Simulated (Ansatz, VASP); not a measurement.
One calculation of Mg3Te, two programs

```xyz
4
Lattice="-2.0957 2.0957 5.1747 2.0957 -2.0957 5.1747 2.0957 2.0957 -5.1747" Properties=species:S:1:pos:R:3 pbc="T T T"
Te    0.0000    0.0000    0.0000
Mg    2.0957    0.0000    2.5873
Mg    0.0000    2.0957    2.5873
Mg    0.0000    0.0000    5.1747
```

Change from the starting cell: volume scaled by 0.94.

Alike in both runs: task single point; functional PBEsol; k mesh 9 × 9 × 9; occupations fermi-dirac, width 0.05 eV; no spin polarisation.

|  | VASP | Ansatz |
| --- | --- | --- |
| version | VASP 6.6.1 | Ansatz 0.2.0 |
| potentials or method | VASP PAW PBE potentials, release 64 (Te, Mg) | Ansatz PAW |
| plane-wave cutoff (eV) | 520 | 420 |
| valence electrons in the cell | 12 | 46 |

VASP gave:

| Property | Result |
| --- | --- |
| gap on the k mesh at the Fermi level (eV) | none |
| pressure (GPa) | 1.4 |
| largest component of the traceless stress (GPa) | 0.67 |

What did Ansatz give for the same quantities?

gap on the k mesh at the Fermi level (eV): none; pressure (GPa): 1.5; largest component of the traceless stress (GPa): 0.63.

A gap of «none» marks a metal or a gap that the smearing closes. The two sets of potentials don't hold the same shells in valence.

Caveats: the PAW data sets were made with another functional, which shifts forces and pressure a little (VASP); the PAW data sets come from PBE, with cores solved anew for the run's functional, which leaves a small shift of forces and pressure (Ansatz). Spin-orbit coupling is left out, which matters for the levels of Te.
